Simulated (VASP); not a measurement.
BaTe, 2 atoms in the cell. It takes space group Fm-3m (No. 225, cubic). Conventional cell: a = 6.989 Å, b = 6.989 Å, c = 6.989 Å, α = 90.00°, β = 90.00°, γ = 90.00°. Around Ba (site symmetry m-3m) lie 6 Te at 3.49 Å. Around Te (site symmetry m-3m) lie 6 Ba at 3.49 Å. 

| Property | Result |
| --- | --- |
| Program | VASP 6.6.1 |
| Task | single point |
| Functional | PBEsol |
| Potentials or basis | VASP PAW PBE potentials, release 64 (Ba_sv, Te) |
| Cutoff | 520 eV |
| k mesh | 5 × 5 × 5 |
| Occupations | fermi-dirac, width 0.1 eV |
| Spin | no spin polarisation |
| Dipole correction | no |
| Further INCAR settings | ALGO = Normal; EDIFF = 1e-07; NBANDS = 15 |

Potentials or basis: VASP PAW PBE potentials, release 64 (Ba_sv, Te).

Launch:

```sh
$ cat potpaw_PBE.64/Ba_sv/POTCAR potpaw_PBE.64/Te/POTCAR > POTCAR
$ mpirun -np 1 vasp_std > vasp.out
```

Hardware: 1 thread of Intel(R) Xeon(R) Platinum 8488C (Sapphire Rapids), with other jobs on the host.

Problem. How long does it take, and how much memory?

Solution. Run time: 22 s on 1 thread of Intel(R) Xeon(R) Platinum 8488C (Sapphire Rapids) (shared host), peak memory 0.23 GiB. Counts: scf iterations 14, k points 10.
